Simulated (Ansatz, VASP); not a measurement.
# Two plane-wave programs on HfO2

```
Hf O
1.0
     0.00000    2.54881    2.54881
     2.54881    0.00000    2.54881
     2.54881    2.54881    0.00000
Hf O
1 2
Direct
  0.00000 0.00000 0.00000
  0.22057 0.22057 0.27943
  0.75000 0.75000 0.75000
```

Alike in both runs: task single point; functional PBE; k mesh 8 × 8 × 8; occupations gaussian, width 0.05 eV; no spin polarisation.

```csv
,VASP,Ansatz
version,VASP 6.6.1,Ansatz 0.2.0
potentials or method,"VASP PAW PBE potentials, release 64 (Hf_pv, O)","scalar-relativistic, plane waves, PAW"
plane-wave cutoff (eV),520,420
valence electrons in the cell,22,38
```

Ansatz gave:

```
gap on the k mesh at the Fermi level (eV)       : 3.70
least direct gap on the mesh (eV)               : 3.70
pressure (GPa)                                  : 1.7
largest component of the traceless stress (GPa) : 4.97
rms of the force components (eV/Å)              : 0.688
```

What did VASP give for the same quantities?

gap on the k mesh at the Fermi level (eV): 3.71; least direct gap on the mesh (eV): 3.71; pressure (GPa): -1.9; largest component of the traceless stress (GPa): 4.53; rms of the force components (eV/Å): 0.678.

Atom by atom the forces differ by 0.012 eV/Å (rms over components). The two sets of potentials don't hold the same shells in valence.

Caveats: spin-orbit coupling is left out, which moves the levels of the heavy elements; forces of over 1 eV/Å show positions far from the minimum, so gaps and moduli don't describe the material at rest. A k mesh can miss the band edges.
